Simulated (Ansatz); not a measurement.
## Relaxing HfN

The calculation used Ansatz 0.2.0, DFT PBE, scalar-relativistic, plane waves, PAW. Settings: 420 eV cutoff, 18×18×10 k-mesh, Gaussian smearing of 0.10 eV, no spin polarisation.

What was changed: biaxial strain in the a-b plane, c and atoms relaxed: -4.0 %.

Spin–orbit coupling is left out, which can shift energies with elements as heavy as these.

Command:

```bash
ansatz run input.yaml --threads 1 --pin off --max-ram 2560MiB --backend cpu --events-out ev --progress --plain --runs-dir out
```

Input:

```yaml
crystal:
  lattice:
    - [3.03286996, 0.0, 0.0]
    - [-1.51643498, 2.6265424317, 0.0]
    - [0.0, 0.0, 5.5821754367]
  atoms:
    - { symbol: Hf, position: [0.6666666667, 0.3333333333, 0.75] }
    - { symbol: Hf, position: [0.3333333333, 0.6666666667, 0.25] }
    - { symbol: "N", position: [0.0, 0.0, 0.0] }
    - { symbol: "N", position: [0.0, 0.0, 0.5] }
basis:
  ecutwfc: 420
kpoints:
  mp_grid: { grid: [18, 18, 10] }
hamiltonian:
  xc: pbe
scf:
  occupations: { method: gaussian, width: 0.1 }
output:
  forces: true
  stress: true
  eigenvalues: true
relax:
  adjacent_minimum: "off"
  f_tol: 0.008
  max_steps: 40
  cell: { stress_tol: 0.015, fix: [a, b, gamma] }
```

F is the free energy. Steps run on the plane waves of an earlier cell, but the last one, and at times one on the way, on a freshly chosen basis, so a repeated geometry can differ a little in energy. The held parts of the cell keep their stress, so P needn't end at zero.

Steps:

```
step F − F(1) (eV) largest force component (eV/Å) V (Å³/atom) P (GPa)
   1         0.0000                           0.000       11.117    16.96
   2        -0.0010                           0.000       11.066    18.47
   3        -0.0010                           0.000       11.087    17.85
   4        -0.0006                           0.000       11.087    17.84
   5        -0.0006                           0.000       11.086    17.86
   6        -0.0006                           0.000       11.086    17.86
```

Relaxed structure:

```xyz
4
Lattice="3.0329 0.0000 0.0000 -1.5164 2.6265 0.0000 0.0000 0.0000 5.5667" Properties=species:S:1:pos:R:3 pbc="T T T"
Hf    1.5164    0.8755    4.1750
Hf    0.0000    1.7510    1.3917
N     0.0000    0.0000    0.0000
N     0.0000    0.0000    2.7833
```

The structure is hexagonal, space group P6_3/mmc (No. 194). The conventional cell has a = 3.033 Å, b = 3.033 Å, c = 5.567 Å, α = 90.00°, β = 90.00°, γ = 120.00°. Hf (site symmetry -6m2) has 6 N at 2.24 Å as nearest neighbours. N (site symmetry -3m) is surrounded by 6 Hf at 2.24 Å.

The run converged. Time: 2.1 min on 1 thread of Arm Neoverse V1 (shared host), peak memory 0.55 GiB.